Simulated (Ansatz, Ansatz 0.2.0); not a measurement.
# Sommerfeld coefficient of B20 RhGe: bare density of states against specific heat

## Experimental context

The reference is the normal-state specific heat of cubic RhGe reported in "Superconductivity and Magnetism in Noncentrosymmetric RhGe" (2015, arXiv:1509.08249). The electronic coefficient, 2.9 mJ/(mol K²), comes from a fit of C/T between 4 and 7 K. It therefore depends on how well the lattice part is separated over a short temperature interval, and it contains every many-body enhancement of the electron mass. The sample was a polycrystal made at high pressure and slightly short of germanium, RhGe0.986. Rietveld refinement of powder X-ray data at room temperature gave its cubic cell parameter, 4.85954 Å. In a metal with a low density of states, a small shift of the Fermi level by such a deficiency could matter for the coefficient.

| compared with | measured | source's wording or label | T (K) | method |
| --- | --- | --- | --- | --- |
| γ (mJ/(mol K²)) | 2.9 | normal-state electronic specific heat coefficient, fit 4-7 K | – | specific heat |
| a (Å) | 4.85954 | cubic cell parameter a | room temperature | powder XRD, Rietveld refinement |

Conditions are those given with the value in the passage it was taken from; "not stated" means there, and the paper may say more elsewhere. The values are a selection: others may have been left out beforehand as unlike or outlying.

## Aim and plan

I want the bare coefficient from the density of states at the Fermi level. It should lie below the measured value, and the ratio of measured to bare then gives the enhancement 1 + λ. I set no percentage target, because the two quantities are not meant to coincide.

The model is the ordered, stoichiometric eight-atom B20 cell. Its starting lattice constant, 4.908 Å, comes from earlier theory and is about 1 % longer than the measured one, so I relax the cell before reading the density of states. I use PBEsol, which usually describes the volumes of dense intermetallics well. LDA tends to contract them, and r2SCAN tends to exaggerate itinerant magnetism; either would be a poorer first choice. Room-temperature expansion and zero-point motion should make the measured cell longer than a static one by a few tenths of a per cent.

A coarse k mesh or a reduced cutoff would save little in so small a cell, and a coarse mesh could misplace the very number I need. I start with the magnetic state, then test the sampling of the density of states and set one neighbouring functional beside the result.

Plain PBE isn't shown in this study.

System: RhGe, cubic B20 (FeSi type); P2_13 (No. 198), 8 atoms in the primitive cell; the database structure is a structure relaxed by earlier theory (a GGA or r2SCAN, not named), not a measurement: a = 4.908 Å; structure from the Materials Project.

## 1. Relaxed PBEsol cell with two magnetic starts

The density of states means little until the magnetic state is known, so I start the PBEsol relaxation once from ferromagnetic and once from antiferromagnetic moments, with otherwise equal settings. I expect weak moments at most on rhodium, whose 4d states are broad. If both starts lose their moments, they should arrive at the same cell and the same coefficient.

**Run 1.** Ansatz 0.2.0: PBEsol, ferromagnetic start, cell and atoms relaxed in a first step at this level from the database structure (its input isn't shown), PAW set soft_2, cutoff 420 eV (default), 6x6x6 k mesh, Gaussian smearing 0.1 eV; density of states on a mesh twice as dense; the moments vanished in the relaxation, so this step runs without spin, bare value read at that mesh's own Fermi level (tetrahedra).

Key lines of the input:
```
crystal:
  # lattice and atoms
kpoints:
  mp_grid: { grid: [6, 6, 6] }
hamiltonian:
  xc: pbesol
scf:
  occupations: { method: gaussian, width: 0.1 }
  n_extra_bands: 16
output:
  forces: true
  stress: true
  dos: { de: 0.005, nscf_kmesh: { grid: [12, 12, 12] } }
```

Command:
```
ansatz run input.yaml --threads 4 --pin off --max-ram 16384MiB --backend cpu --events-out ev --progress --plain --runs-dir out
```

Selected lines of the output:
```
Free energy (F): -42373.442458 eV
  P = ⅓ Tr σ = 0.0035 GPa (0.035 kbar)
# fermi_ev = 18.574003
# tetrahedron_fermi_ev = 18.532001
```

Converged; 2.4 min on 4 cores of Arm Neoverse V1, shared host. Warnings: another step: seeded_moment_not_kept.

**Run 2.** Ansatz 0.2.0: PBEsol, antiferromagnetic start, cell and atoms relaxed in a first step at this level from the database structure (its input isn't shown), PAW set soft_2, cutoff 420 eV (default), 6x6x6 k mesh, Gaussian smearing 0.1 eV; density of states on a mesh twice as dense; the moments vanished in the relaxation, so this step runs without spin, bare value read at that mesh's own Fermi level (tetrahedra).

Key lines of the input:
```
crystal:
  # lattice and atoms
kpoints:
  mp_grid: { grid: [6, 6, 6] }
hamiltonian:
  xc: pbesol
scf:
  occupations: { method: gaussian, width: 0.1 }
  n_extra_bands: 16
output:
  forces: true
  stress: true
  dos: { de: 0.005, nscf_kmesh: { grid: [12, 12, 12] } }
```

Selected lines of the output:
```
Free energy (F): -42373.442459 eV
```

Converged; took 7.3 min. Warnings: another step: seeded_moment_not_kept; structure_snapped_to_symmetry (in short: Atom positions and possibly the lattice were shifted to satisfy nearly-held symmetry operations, listing the structure actually used; lowering the tolerance or turning detection off keeps the typed atoms).

| quantity | run 1 | run 2 | measured |
| --- | --- | --- | --- |
| γ (mJ/(mol K²)) | 0.550 | 0.550 | 2.9 |
| a (Å) | 4.8447 | 4.8446 | 4.85954 |
| net moment per formula unit (μB) | 0.000 | 0.000 |  |
| size of moment on Rh (μB) | 0.000 | 0.000 |  |
| N(E_F) per formula unit (states/eV) | 0.233 | 0.233 |  |
| conventional cell volume (Å³) | 113.71 | 113.71 |  |
| pressure (GPa) | 0.0035 | 0.0029 |  |

Both starts end without moments, in the same cell and with the same coefficient, so the non-magnetic state does not depend on which of the two orders I seeded. In the antiferromagnetic run the program also shifted the structure slightly onto symmetry positions that it nearly held. The agreement in energy and cell shows that this did no harm.

The lattice constant is 0.3 % below the measured one. The coefficient is the difficulty: 0.550 against 2.9 mJ/(mol K²) makes the formal enhancement 1 + λ about 5.3. The bare value is on the correct side, but electron-phonon coupling of ordinary strength gives nothing like that factor, and I would not report it as a coupling constant. A density of states of 0.233 states/eV per formula unit is very low for a transition-metal compound and suggests a Fermi level in or near a pseudogap. There the result can react strongly to sampling and to small band shifts. The smeared and tetrahedron Fermi levels already differ by about 0.04 eV.

## 2. Denser sampling, cell size and a second functional

Before I read anything into the ratio, the density of states needs a denser mesh. I make that test in the longer database cell with relaxed atoms, once on the present mesh and once on one three times as dense as the self-consistent one. The first of the two, set against the relaxed cell, also shows what the lattice constant does to the coefficient.

As the neighbouring level I take r2SCAN, which can move the bands near the Fermi level more than LDA would. I expect changes of some tenths in the coefficient, but hardly a factor of five.

**Run 3.** Ansatz 0.2.0: PBEsol, ferromagnetic start, atoms relaxed in a first step at this level (its input isn't shown) in the database cell, PAW set soft_2, cutoff 420 eV (default), 6x6x6 k mesh, Gaussian smearing 0.1 eV; density of states on a mesh twice as dense; the moments vanished in the relaxation, so this step runs without spin, bare value read at that mesh's own Fermi level (tetrahedra).

Key lines of the input:
```
crystal:
  # lattice and atoms
kpoints:
  mp_grid: { grid: [6, 6, 6] }
hamiltonian:
  xc: pbesol
scf:
  occupations: { method: gaussian, width: 0.1 }
  n_extra_bands: 16
output:
  forces: true
  stress: true
  dos: { de: 0.005, nscf_kmesh: { grid: [12, 12, 12] } }
```

Converged; took 1.7 min. Warnings: another step: seeded_moment_not_kept; another step: stress_scf_threshold_loose.

**Run 4.** Ansatz 0.2.0: PBEsol, ferromagnetic start, atoms relaxed in a first step at this level (its input isn't shown) in the database cell, PAW set soft_2, cutoff 420 eV (default), 6x6x6 k mesh, Gaussian smearing 0.1 eV; density of states on a mesh three times as dense; the moments vanished in the relaxation, so this step runs without spin, bare value read at that mesh's own Fermi level (tetrahedra).

Key lines of the input, as changed from run 1:
```diff
  output:
-   dos: { de: 0.005, nscf_kmesh: { grid: [12, 12, 12] } }
+   dos: { de: 0.005, nscf_kmesh: { grid: [18, 18, 18] } }
```

Converged; took 2.5 min. Warnings: another step: seeded_moment_not_kept; another step: stress_scf_threshold_loose.

**Run 5.** Ansatz 0.2.0: r2SCAN, ferromagnetic start, cell and atoms relaxed in a first step at this level from the database structure (its input isn't shown), PAW set soft_2, cutoff 500 eV (default), 6x6x6 k mesh, Gaussian smearing 0.1 eV; density of states on a mesh twice as dense; the moments vanished in the relaxation, so this step runs without spin, bare value read at that mesh's own Fermi level (tetrahedra).

Key lines of the input, as changed from run 1:
```diff
  hamiltonian:
-   xc: pbesol
+   xc: r2scan
```

Command:
```
ansatz run input.yaml --threads 8 --pin off --max-ram 16384MiB --backend cpu --events-out ev --progress --plain --runs-dir out
```

Converged; 2.2 min on 8 cores of Arm Neoverse V1, shared host. Warnings: another step: seeded_moment_not_kept.

| quantity | run 3 | run 4 | run 5 | measured |
| --- | --- | --- | --- | --- |
| γ (mJ/(mol K²)) | 0.568 | 0.592 | 0.534 | 2.9 |
| a (Å) | – | – | 4.9056 | 4.85954 |
| net moment per formula unit (μB) | 0.000 | 0.000 | 0.000 |  |
| size of moment on Rh (μB) | 0.000 | 0.000 | 0.000 |  |
| N(E_F) per formula unit (states/eV) | 0.241 | 0.251 | 0.227 |  |
| conventional cell volume (Å³) | – | – | 118.05 |  |
| pressure (GPa) | −4.0041 | −4.0041 | −0.0088 |  |

The denser mesh raises the coefficient in the database cell from 0.568 to 0.592 mJ/(mol K²), about 4 %. That does not prove the last few per cent converged, but it is tiny beside the gap to experiment. At the same sampling, going from the relaxed PBEsol cell to the longer database cell adds only about 0.02. I had allowed for changes of some tenths; they are a few hundredths.

r2SCAN also loses its moments and gives 0.534, although its lattice constant is 0.9 % above the measured one where PBEsol's is 0.3 % below. Its cell is almost the database cell, so the fair comparison is with the PBEsol value of 0.568 on the same mesh. The difference is of the same order as the effect of the mesh, and I would not rank the functionals on it.

The measured coefficient thus remains about five times the bare one. Neither the cell size nor the change of functional accounts for that, and the mesh test gives no hint that sampling does. These runs all describe the ordered, stoichiometric crystal, so they leave open what the germanium deficiency of the sample does to a Fermi level in a region of so few states. The effect of spin-orbit coupling isn't shown in this report either.

## Overview

| run | settings | γ (mJ/(mol K²)) | deviation | a (Å) | deviation | cost |
| --- | --- | --- | --- | --- | --- | --- |
| 1 | PBEsol, ferromagnetic start, cutoff 420 eV (default), density of states on a mesh twice as dense | 0.550 | −2.350 (−81.0 %) | 4.8447 | −0.0149 (−0.3 %) | 9.5 core-min |
| 2 | PBEsol, antiferromagnetic start, cutoff 420 eV (default), density of states on a mesh twice as dense | 0.550 | −2.350 (−81.0 %) | 4.8446 | −0.0149 (−0.3 %) | 29 core-min |
| 3 | PBEsol, ferromagnetic start, cutoff 420 eV (default), density of states on a mesh twice as dense | 0.568 | −2.332 (−80.4 %) | – |  | 6.7 core-min |
| 4 | PBEsol, ferromagnetic start, cutoff 420 eV (default), density of states on a mesh three times as dense | 0.592 | −2.308 (−79.6 %) | – |  | 10 core-min |
| 5 | r2SCAN, ferromagnetic start, cutoff 500 eV (default), density of states on a mesh twice as dense | 0.534 | −2.366 (−81.6 %) | 4.9056 | +0.0460 (+0.9 %) | 18 core-min |
|  | measured | 2.9 |  | 4.85954 |  |  |

Further runs on the same system, made beside this series (convergence steps with loose settings among them):

| further | settings | γ (mJ/(mol K²)) | deviation | a (Å) | deviation | cost | status |
| --- | --- | --- | --- | --- | --- | --- | --- |
| F1 | LDA, ferromagnetic start, cutoff 420 eV (default), 6x6x6 k mesh, density of states on a mesh twice as dense, the moments vanished in the relaxation, so this step runs without spin | 0.525 | −2.375 (−81.9 %) | 4.8117 | −0.0479 (−1.0 %) | 10 core-min | warnings: another step: seeded_moment_not_kept |
| F2 | PBEsol, no spin polarisation, cutoff 420 eV (default), 6x6x6 k mesh, density of states on a mesh twice as dense | 0.550 | −2.350 (−81.0 %) | 4.8447 | −0.0149 (−0.3 %) | 4.6 core-min |  |
| F3 | PBEsol, ferromagnetic start, cutoff 420 eV (default), 4x4x4 k mesh, density of states on a mesh twice as dense, the moments vanished in the relaxation, so this step runs without spin | 0.382 | −2.518 (−86.8 %) | 4.8439 | −0.0156 (−0.3 %) | 3.4 core-min | warnings: another step: seeded_moment_not_kept |
| F4 | PBEsol, ferromagnetic start, cutoff 420 eV (default), 6x6x6 k mesh, density of states on the SCF mesh, the moments vanished in the relaxation, so this step runs without spin | 0.302 | −2.598 (−89.6 %) | – |  | 5.8 core-min | warnings: another step: seeded_moment_not_kept; another step: stress_scf_threshold_loose |
|  | measured | 2.9 |  | 4.85954 |  |  |  |

## Assessment

The bare coefficient lies below the measured one, as it should. The ratio, however, gives a formal 1 + λ of about 4.9, which I would not report as the mass enhancement of RhGe. The ratio uses the PBEsol value with the densest sampling, 0.592 against 2.9 mJ/(mol K²), computed in the longer database cell at a cost of 10 core-minutes.

Sampling mattered most. In the same cell, the self-consistent mesh gives only 0.302, a mesh twice as dense 0.568 and one three times as dense 0.592. The last few per cent may still move, but the steps shrink quickly. LDA and r2SCAN also stay near half a unit, so the low value is not peculiar to PBEsol. The antiferromagnetic start added only the assurance that this order, too, loses its moments.

The relaxed PBEsol lattice constant is 0.3 % short, which thermal and zero-point expansion could account for. The cell has little effect on the coefficient.

Electron-phonon coupling raises the measured value, but at ordinary strength by roughly a factor of two at most. Strong spin fluctuations are hard to argue for in the model, with so few states at the Fermi level and no moment in the runs. The source's title does name magnetism, though, so a magnetic contribution in the real sample can't be excluded. My conjecture is that the germanium deficiency moves the Fermi level or adds states there, so that sample and model differ in their bare values. The short fit range of 4–7 K leaves some doubt about the measured coefficient as well. These contributions could not be separated here; a supercell with germanium vacancies would be the next calculation.

[Logs are printed without paths, hosts, clocks, repeated set-up lines and the standing remarks that a program may print on its own settings, such as how far it seeks lower states.]

[The runs shown are a pick from a larger set of finished runs; failed, doubtful and other runs were left out of it ahead of writing. So were measured values far from every level or from commonly accepted values, and agreement can look better than it is. Lines of input and output are excerpts and may be shortened.]
